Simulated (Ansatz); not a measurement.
A plane-wave DFT run in Ansatz 0.2.0 (scalar-relativistic PAW potentials unless the input names others): input and command.

```yaml
crystal:
  lattice:
    - [3.8240007095, 0.0, 0.0]
    - [0.0, 3.8240007095, 0.0]
    - [0.0, 0.0, 25.7047876048]
  atoms:
    - { symbol: Al, position: [0.5, 0.0, 0.2960159258] }
    - { symbol: Al, position: [0.0, 0.5, 0.2960159258] }
    - { symbol: Ti, position: [0.5, 0.5, 0.3732803024] }
    - { symbol: Al, position: [0.0, 0.0, 0.3775135078] }
    - { symbol: Al, position: [0.0, 0.5, 0.4571769433] }
    - { symbol: Al, position: [0.5, 0.0, 0.4571769433] }
    - { symbol: Ti, position: [0.0, 0.0, 0.5394754229] }
    - { symbol: Al, position: [0.5, 0.5, 0.5416943719] }
    - { symbol: Al, position: [0.5, 0.0, 0.6240911601] }
    - { symbol: Al, position: [0.0, 0.5, 0.6240911601] }
    - { symbol: Ti, position: [0.5, 0.5, 0.7052599556] }
    - { symbol: Al, position: [0.0, 0.0, 0.708208381] }
basis:
  ecutwfc: 500
kpoints:
  mp_grid: { grid: [4, 4, 1] }
hamiltonian:
  xc: r2scan
scf:
  occupations: { method: gaussian, width: 0.1 }
output:
  forces: true
  eigenvalues: true
efield:
  axis: 3
  dipole_correction: true
  ramp_width: 0.04
```

```bash
ansatz run input.yaml --threads 1 --pin off --max-ram 2560MiB --backend cpu --events-out ev --progress --plain --runs-dir out
```

Abridged log:
```
Pseudopotentials: kind: paw
Pseudopotential: Al, paw, valence charge 3, recommended cutoff 500 eV (meta_gga)
Pseudopotential: Ti, paw, valence charge 12, recommended cutoff 500 eV (meta_gga)
Functional definition: r2SCAN
Crystal: 12 atoms, lattice volume = 375.881 Å³
Basis set: ecut = 500 eV, 9405 PW (Γ), exchange–correlation on 120×120×768 points (64 copies of the dense FFT grid, shifted against one another)
Bands: 44, of which v1, the nominal top of the filled ones, is band 32 counted from 1 (31 counted from 0)
Symmetry: 8 space group operations
Space group: P4mm (ITA 99), of the structure as read, at distance tolerance 7.2e-5 Å
k-points: 6 of 16
Initial density: superposition of atomic densities (neutral atoms: chi_scale 0, normalization atom), corrected by the library's trained network
Initial wavefunctions: pseudopotential atomic-orbital guess
Functional: x = r2scan, c = r2scan; τ floored in thin density (d = 2e-4 eV/Å³)
SCF iter   1: F=—  HF=-12378.398686 eV  |F-HF|=—  |Δ(HF+E_count)|=         —  Δρ=8.86e-3  dr2=1.65e0  dr2_τ=8.16e-2  ethr=1.77e-3  p=0.005 e·Å  D=2.19e-3 V/Å  ΔV_dip=-0.06 eV  dr2_dipole=1.05e0  V_vac-E_F(+/−)=4.12/4.17 eV  ⟨swp⟩=11.5  Hψ=1567  notcnv=0
efield: sawtooth ramp at fractional position 0.9821 (placed from the atoms, in the widest stretch of the axis that holds none; the zero of the levels goes with the place), width 0.0400; the density the first Hamiltonian is built on has a dipole p = 0.005 e·Å; the dipole correction subtracts the counter field D = 2.19e-3 V/Å, which shifts the + side's vacuum level by -0.06 eV against the − side's; the planar-averaged density in the ramp window peaks in size at 1.4e-5 e/Å³
SCF iter   2: F=—  HF=-12378.572398 eV  |F-HF|=—  |Δ(HF+E_count)|=   1.74e-1  Δρ=7.27e-3  dr2=2.08e0  dr2_τ=1.81e-2  ethr=1.77e-3  p=-0.050 e·Å  D=-2.42e-2 V/Å  ΔV_dip=0.62 eV  dr2_dipole=1.76e0  V_vac-E_F(+/−)=4.36/3.74 eV  ⟨swp⟩=4.0  Hψ=581  notcnv=0  defer=22
SCF iter   3: F=—  HF=-12378.495062 eV  |F-HF|=—  |Δ(HF+E_count)|=   7.73e-2  Δρ=1.52e-3  dr2=4.88e-2  dr2_τ=3.48e-4  ethr=1.77e-3  p=-0.016 e·Å  D=-7.79e-3 V/Å  ΔV_dip=0.20 eV  dr2_dipole=2.09e-2  V_vac-E_F(+/−)=4.29/4.09 eV  ⟨swp⟩=2.0  Hψ=339  notcnv=0  defer=22
SCF iter   4: F=—  HF=-12378.496601 eV  |F-HF|=—  |Δ(HF+E_count)|=   1.54e-3  Δρ=1.02e-3  dr2=1.33e-2  dr2_τ=3.46e-4  ethr=7.74e-5  p=-0.012 e·Å  D=-6.01e-3 V/Å  ΔV_dip=0.15 eV  dr2_dipole=2.66e-3  V_vac-E_F(+/−)=4.33/4.17 eV  ⟨swp⟩=2.0  Hψ=334  notcnv=0  defer=22
SCF iter   5: F=—  HF=-12378.495732 eV  |F-HF|=—  |Δ(HF+E_count)|=   8.68e-4  Δρ=3.19e-4  dr2=3.92e-3  dr2_τ=8.65e-6  ethr=2.11e-5  p=-0.017 e·Å  D=-8.27e-3 V/Å  ΔV_dip=0.21 eV  dr2_dipole=2.75e-3  V_vac-E_F(+/−)=4.34/4.12 eV  ⟨swp⟩=2.0  Hψ=360  notcnv=0  defer=22
SCF iter   6: F=—  HF=-12378.495507 eV  |F-HF|=—  |Δ(HF+E_count)|=   2.26e-4  Δρ=1.75e-4  dr2=9.63e-4  dr2_τ=5.33e-6  ethr=6.22e-6  p=-0.015 e·Å  D=-7.24e-3 V/Å  ΔV_dip=0.19 eV  dr2_dipole=6.45e-4  V_vac-E_F(+/−)=4.34/4.16 eV  ⟨swp⟩=1.8  Hψ=310  notcnv=0  defer=22
SCF iter   7: F=—  HF=-12378.495512 eV  |F-HF|=—  |Δ(HF+E_count)|=   5.08e-6  Δρ=4.29e-5  dr2=2.60e-5  dr2_τ=3.99e-7  ethr=1.53e-6  p=-0.014 e·Å  D=-6.92e-3 V/Å  ΔV_dip=0.18 eV  dr2_dipole=1.11e-5  V_vac-E_F(+/−)=4.34/4.17 eV  ⟨swp⟩=1.5  Hψ=253  notcnv=0  defer=22
SCF iter   8: F=—  HF=-12378.495695 eV  |F-HF|=—  |Δ(HF+E_count)|=   1.83e-4  Δρ=2.50e-5  dr2=6.45e-6  dr2_τ=2.31e-7  ethr=4.13e-8  p=-0.014 e·Å  D=-6.97e-3 V/Å  ΔV_dip=0.18 eV  dr2_dipole=2.18e-6  V_vac-E_F(+/−)=4.35/4.17 eV  ⟨swp⟩=2.3  Hψ=371  notcnv=0  defer=22
SCF iter   9: F=—  HF=-12378.495695 eV  |F-HF|=—  |Δ(HF+E_count)|=   1.17e-7  Δρ=7.57e-6  dr2=8.15e-7  dr2_τ=1.54e-8  ethr=1.02e-8  p=-0.015 e·Å  D=-7.05e-3 V/Å  ΔV_dip=0.18 eV  dr2_dipole=3.99e-7  V_vac-E_F(+/−)=4.35/4.17 eV  ⟨swp⟩=2.0  Hψ=309  notcnv=0  defer=22
SCF iter  10: F=—  HF=-12378.495696 eV  |F-HF|=—  |Δ(HF+E_count)|=   2.00e-7  Δρ=3.44e-6  dr2=2.44e-7  dr2_τ=1.25e-9  ethr=1.29e-9  p=-0.015 e·Å  D=-7.10e-3 V/Å  ΔV_dip=0.18 eV  dr2_dipole=1.26e-7  V_vac-E_F(+/−)=4.35/4.17 eV  ⟨swp⟩=2.0  Hψ=383  notcnv=0  defer=22
SCF iter  11: F=-12378.495696 eV  HF=-12378.495696 eV  |F-HF|=2.36e-8  |Δ(HF+E_count)|=   1.39e-8  Δρ=1.31e-6  dr2=2.44e-8  dr2_τ=1.83e-10  ethr=1.59e-10  p=-0.015 e·Å  D=-7.11e-3 V/Å  ΔV_dip=0.18 eV  dr2_dipole=6.20e-9  V_vac-E_F(+/−)=4.35/4.17 eV  ⟨swp⟩=15.3  Hψ=1229  notcnv=0
SCF 1 converged in 11 iterations: F = -12378.495696 eV  dr2 = 2.44e-8
SCF converged after 11 iterations
Free energy (F): -12378.495696 eV
Harris-Foulkes:  -12378.495696 eV  (|F-HF|=2.36e-8)
Internal energy: -12378.469899 eV  (E = F + TS)
E sigma→0 (E₀):  -12378.482797 eV
Entropy (-TS):   -0.025796 eV (-2.150 meV/atom)
Fermi energy:    2.868211 eV
Dipole field:    D = -0.007032 V/Å  (p = -0.014607 e·Å, saw-weighted, corrected)
Work function:   Φ+ = 4.3474 eV   Φ− = 4.1667 eV
Levels:          The Fermi level and band energies are counted from a zero that moves with the ramp; work functions are not
--- Forces (eV/Å), atoms counted from 1 ---
  atom   1  Al     0.00000000     0.00000000     0.02678998
  atom   2  Al     0.00000000     0.00000000     0.02678998
  atom   3  Ti     0.00000000     0.00000000    -0.06602043
  atom   4  Al     0.00000000     0.00000000     0.02034129
  atom   5  Al     0.00000000     0.00000000    -0.02858567
  atom   6  Al     0.00000000     0.00000000    -0.02858567
  atom   7  Ti     0.00000000     0.00000000    -0.06251224
  atom   8  Al     0.00000000     0.00000000     0.03767018
  atom   9  Al     0.00000000     0.00000000     0.04075215
  atom  10  Al     0.00000000     0.00000000     0.04075215
  atom  11  Ti     0.00000000     0.00000000     0.01841153
  atom  12  Al     0.00000000     0.00000000    -0.02587153
```

Apart from outputs, empty bands and the relaxation, which only the reference makes, the input differs from a reference run on usual settings in kpoints.mp_grid.grid: [9, 9, 1] → [4, 4, 1]. The reference, at the same geometry, ended its own course with largest force 0.019 eV/Å, no gap on the mesh. This run converged in 11 SCF iterations with an energy at zero smearing 0.89 meV/atom below the reference's, largest force 0.066 eV/Å, no gap on the mesh. Its k mesh is looser than usual, and the result moved.

It took 28 s on 1 thread of AMD EPYC 7R43 64-Core Processor (Zen 3), on a shared host, peak memory 1.2 GiB.